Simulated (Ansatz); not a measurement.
ZrS:

```
Zr S
1.0
     0.00000    2.62500    2.62500
     2.62500    0.00000    2.62500
     2.62500    2.62500    0.00000
Zr S
1 1
Direct
  0.00000 0.00000 0.00000
  0.50000 0.50000 0.50000
```

Base run:

- Program: Ansatz 0.2.0
- Functional: PBEsol
- Potentials or basis: all-electron LAPW, non-relativistic
- Cutoff: 212 eV
- Density cutoff: 850 eV
- Basis error allowed: 0.001 eV/atom
- k mesh: 9 × 9 × 9
- Occupations: fermi-dirac, width 0.05 eV
- Spin: no spin polarisation

Its results: pressure -5.5 GPa.

Task: After a change of settings the same cell gave: pressure -6.4 GPa. Which change was it?
A. functional from PBEsol to LDA; potentials or basis from all-electron LAPW, non-relativistic to all-electron LAPW, scalar-relativistic
B. potentials or basis from all-electron LAPW, non-relativistic to all-electron LAPW, scalar-relativistic; hubbard terms from none to Zr d U = 4 eV
C. functional from PBEsol to BLYP; potentials or basis from all-electron LAPW, non-relativistic to all-electron LAPW, scalar-relativistic
D. potentials or basis from all-electron LAPW, non-relativistic to all-electron LAPW, inner shells corrected to Dirac's equation

Result: D.

Caveats: relativity is left out, which matters for the heavier elements (some runs).

Not every run made on this cell is shown here.
